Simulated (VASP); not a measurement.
Input of a VASP 6.6.1 run:

File POSCAR:

```
MgF2
1.0
    4.6238000000      0.0000000000      0.0000000000
    0.0000000000      4.6238000000      0.0000000000
    0.0000000000      0.0000000000      3.0533400000
Mg F
2 4
Direct
    0.5000000000      0.5000000000      0.5000000000
    0.0000000000      0.0000000000      0.0000000000
    0.6967800000      0.6967800000      0.0000000000
    0.8032200000      0.1967800000      0.5000000000
    0.3032200000      0.3032200000      1.0000000000
    0.1967800000      0.8032200000      0.5000000000
```

File INCAR.step1:

```
  ALGO = Normal
  EDIFF = 1E-5
  ENCUT = 520
  GGA = PE
  ISIF = 2
  ISMEAR = 0
  LASPH = True
  LCHARG = False
  LREAL = False
  LWAVE = True
  NBANDS = 25
  NELM = 100
  PREC = Accurate
  SIGMA = 0.02
```

File INCAR.step2:

```
  ALGO = Normal
  EDIFF = 1E-6
  ENCUT = 520
  GGA = PE
  HFSCREEN = 0.2
  ISIF = 2
  ISMEAR = 0
  ISTART = 1
  LASPH = True
  LCHARG = False
  LHFCALC = True
  LREAL = False
  LWAVE = False
  NBANDS = 25
  NELM = 100
  PREC = Accurate
  PRECFOCK = Fast
  SIGMA = 0.02
```

File KPOINTS:

```
k-points
0
Gamma
  4 4 6
```

Contents of KPOINTS_OPT:

```
path GXMGZRAZ,XR,MA
12
line-mode
reciprocal
 0.0000000000  0.0000000000  0.0000000000  G
 0.0000000000  0.5000000000  0.0000000000  X

 0.0000000000  0.5000000000  0.0000000000  X
 0.5000000000  0.5000000000  0.0000000000  M

 0.5000000000  0.5000000000  0.0000000000  M
 0.0000000000  0.0000000000  0.0000000000  G

 0.0000000000  0.0000000000  0.0000000000  G
 0.0000000000  0.0000000000  0.5000000000  Z

 0.0000000000  0.0000000000  0.5000000000  Z
 0.0000000000  0.5000000000  0.5000000000  R

 0.0000000000  0.5000000000  0.5000000000  R
 0.5000000000  0.5000000000  0.5000000000  A

 0.5000000000  0.5000000000  0.5000000000  A
 0.0000000000  0.0000000000  0.5000000000  Z

 0.0000000000  0.5000000000  0.0000000000  X
 0.0000000000  0.5000000000  0.5000000000  R

 0.5000000000  0.5000000000  0.0000000000  M
 0.5000000000  0.5000000000  0.5000000000  A
```

Potentials or basis: VASP PAW PBE potentials, release 64 (Mg, F).

Command:

```sh
$ cat potpaw_PBE.64/Mg/POTCAR potpaw_PBE.64/F/POTCAR > POTCAR
$ cp INCAR.step1 INCAR
$ mpirun -np 1 vasp_std > vasp.out
$ cp INCAR.step2 INCAR
$ mpirun -np 1 vasp_std > vasp.out
```

Estimate the band gap along the path.

9.41 eV, direct.

Estimate the pressure.

0.4 GPa.

Predict the band gap on the k mesh.

9.41 eV, direct.

What does it give for the largest force?

0.004 eV/Å.

Levels at the corners of the path, in eV from the valence-band top:
```tsv
point	band 12	band 13	band 14	band 15	band 16	band 17	band 18	band 19	band 20	band 21
Γ	-1.21	-0.68	-0.29	-0.29	0.00	9.41	14.68	14.68	16.14	16.93
X	-1.37	-0.95	-0.95	-0.38	-0.38	11.88	11.88	15.94	15.94	18.14
X	-1.37	-0.95	-0.95	-0.38	-0.38	11.88	11.88	15.94	15.94	18.14
M	-1.26	-0.92	-0.92	-0.81	-0.81	13.69	13.69	13.72	13.72	19.99
M	-1.26	-0.92	-0.92	-0.81	-0.81	13.69	13.69	13.72	13.72	19.99
Γ	-1.21	-0.68	-0.29	-0.29	0.00	9.41	14.68	14.68	16.14	16.93
Γ	-1.21	-0.68	-0.29	-0.29	0.00	9.41	14.68	14.68	16.14	16.93
Z	-1.40	-1.19	-1.19	-0.89	-0.89	14.32	14.32	17.50	17.50	17.87
Z	-1.40	-1.19	-1.19	-0.89	-0.89	14.32	14.32	17.50	17.50	17.87
R	-1.35	-0.73	-0.73	-0.69	-0.69	15.22	15.22	16.02	16.02	18.32
R	-1.35	-0.73	-0.73	-0.69	-0.69	15.22	15.22	16.02	16.02	18.32
A	-1.37	-0.64	-0.64	-0.48	-0.48	15.69	15.69	15.86	15.86	17.18
A	-1.37	-0.64	-0.64	-0.48	-0.48	15.69	15.69	15.86	15.86	17.18
Z	-1.40	-1.19	-1.19	-0.89	-0.89	14.32	14.32	17.50	17.50	17.87
X	-1.37	-0.95	-0.95	-0.38	-0.38	11.88	11.88	15.94	15.94	18.14
R	-1.35	-0.73	-0.73	-0.69	-0.69	15.22	15.22	16.02	16.02	18.32
M	-1.26	-0.92	-0.92	-0.81	-0.81	13.69	13.69	13.72	13.72	19.99
A	-1.37	-0.64	-0.64	-0.48	-0.48	15.69	15.69	15.86	15.86	17.18
```

Caveat: the PAW data sets were made with another functional, which shifts forces and pressure a little.
